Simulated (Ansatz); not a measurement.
**Calculated O-17 NMR of the central transition for SiO₂**

Cell: an entry of the Crystallography Open Database (COD; perhaps a calculated or model structure), its atoms then relaxed with PBE in this cell.

Space group P4_12_12 (No. 92); a = 4.9329, c = 6.4645 Å.

| site | Wyckoff | site symmetry | x | y | z |
| --- | --- | --- | --- | --- | --- |
| Si | 4a | ..2 | 0.6831 | 0.6831 | 0.5000 |
| O | 8b | 1 | 0.3637 | 0.7307 | 0.4500 |

One atom of each set is listed.

Method: Kohn–Sham DFT in Ansatz, r2SCAN, plane waves and PAW (field gradients read without the response of the frozen cores, which leaves them typically 4 to 6 % off), scalar-relativistic, 500 eV cutoff, Γ-centred 4×4×3 k-points, Fermi–Dirac smearing 0.02 eV.

O-17 has I = 5/2 and Q = -25.58 mb (Pyykkö 2018); at 14.1 T its Larmor frequency is ν₀ = 81.4 MHz. Only the quadrupole interaction is simulated: positions count from each site's isotropic chemical shift, and J coupling is left out, as are shift anisotropy and dipolar coupling, which fast spinning averages.

Simulated pattern of one O site (fast magic-angle spinning, Gaussian broadening 0.3 kHz):

```json
{"offset (kHz)": "-6.420", "height": "0"}
{"offset (kHz)": "-6.144", "height": "5"}
{"offset (kHz)": "-5.868", "height": "8"}
{"offset (kHz)": "-5.593", "height": "9"}
{"offset (kHz)": "-5.317", "height": "9"}
{"offset (kHz)": "-5.041", "height": "10"}
{"offset (kHz)": "-4.765", "height": "11"}
{"offset (kHz)": "-4.489", "height": "23"}
{"offset (kHz)": "-4.213", "height": "41"}
{"offset (kHz)": "-3.938", "height": "51"}
{"offset (kHz)": "-3.662", "height": "75"}
{"offset (kHz)": "-3.386", "height": "94"}
{"offset (kHz)": "-3.110", "height": "75"}
{"offset (kHz)": "-2.834", "height": "67"}
{"offset (kHz)": "-2.559", "height": "65"}
{"offset (kHz)": "-2.283", "height": "67"}
{"offset (kHz)": "-2.007", "height": "73"}
{"offset (kHz)": "-1.731", "height": "89"}
{"offset (kHz)": "-1.455", "height": "100"}
{"offset (kHz)": "-1.179", "height": "77"}
{"offset (kHz)": "-0.904", "height": "63"}
{"offset (kHz)": "-0.628", "height": "53"}
{"offset (kHz)": "-0.352", "height": "21"}
{"offset (kHz)": "-0.076", "height": "1"}
```

Problem. Which |C_Q| and η does the pattern imply?

Solution. The pattern spans 5.77 kHz before broadening and its centre of gravity is at -2.51 kHz, which fixes P_Q; the places of the horns and steps fix η. That gives P_Q = 5.83 MHz, |C_Q| = 5.73 MHz and η = 0.32. The sign of C_Q can't be read from the pattern.

At O V_zz runs parallel to the line that joins its two neighbours (within 2°).

The largest force is 0.4 eV/Å, so the atoms aren't at the calculated equilibrium and relaxing them would move these values. The cell is 8 % smaller than that of α-cristobalite at ambient conditions, so the entry probably stands for a crystal under pressure.

The run took 10 s of wall time (10 s of CPU time) and 0.64 GiB at its peak, on 1 thread of Intel Xeon 6975P-C (Granite Rapids) (x86_64; 24 cores open to the job, memory cap 3.0 GiB, no GPU), a shared host with a load of 0.3 a core.
